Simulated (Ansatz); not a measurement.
The system is CsPbCl3.

```
Pb Cs Cl
1.0
     5.60500    0.00000    0.00000
     0.00000    5.60500    0.00000
     0.00000    0.00000    5.60500
Pb Cs Cl
1 1 3
Direct
  0.50000 0.50000 0.50000
  0.00000 0.00000 0.00000
  0.50000 0.00000 0.50000
  0.00000 0.50000 0.50000
  0.50000 0.50000 0.00000
```

```yaml
Program: Ansatz 0.2.0
Task: relaxation of cell and atoms
Functional: exchange-only PBE
Potentials_or_basis: Ansatz PAW
Cutoff: "420 eV (not typed: the program's choice for these potentials)"
k_mesh: 5 × 5 × 5
Occupations: fermi-dirac, width 0.05 eV
Spin: no spin polarisation
```

At the start: volume 35.22 Å³/atom.

Question: Where does the relaxation end?

Answer: It ends after 6 steps and the volume is 44.51 Å³/atom (+26.4 %); space group Pm-3m (No. 221, to 0.05 Å).

The path:
```tsv
step	energy change (eV)	largest force (eV/Å)	volume (Å³)
1	0.0000	0.0000	176.09
2	-0.6174	0.0000	203.12
3	-0.7045	0.0000	216.21
4	-0.7134	0.0000	221.67
5	-0.7135	0.0000	222.55
6	-0.7168	0.0000	222.55
```

Final structure:
```
CELL_PARAMETERS angstrom
6.06003 0.00000 0.00000
0.00000 6.06003 0.00000
0.00000 0.00000 6.06003
ATOMIC_POSITIONS crystal
Pb 0.50000 0.50000 0.50000
Cs 0.00000 0.00000 0.00000
Cl 0.50000 0.00000 0.50000
Cl 0.00000 0.50000 0.50000
Cl 0.50000 0.50000 0.00000
```

Caveat: the volume moved by over 15 % at a fixed basis, so the end points are rough; the plane-wave basis is chosen anew once the cell has moved, so the energies of steps on either side of that aren't comparable; the volume moved by +26 % from the deposited cell, more than functionals usually miss; the PAW data sets come from PBE, with cores solved anew for the run's functional, which leaves a small shift of forces and pressure.
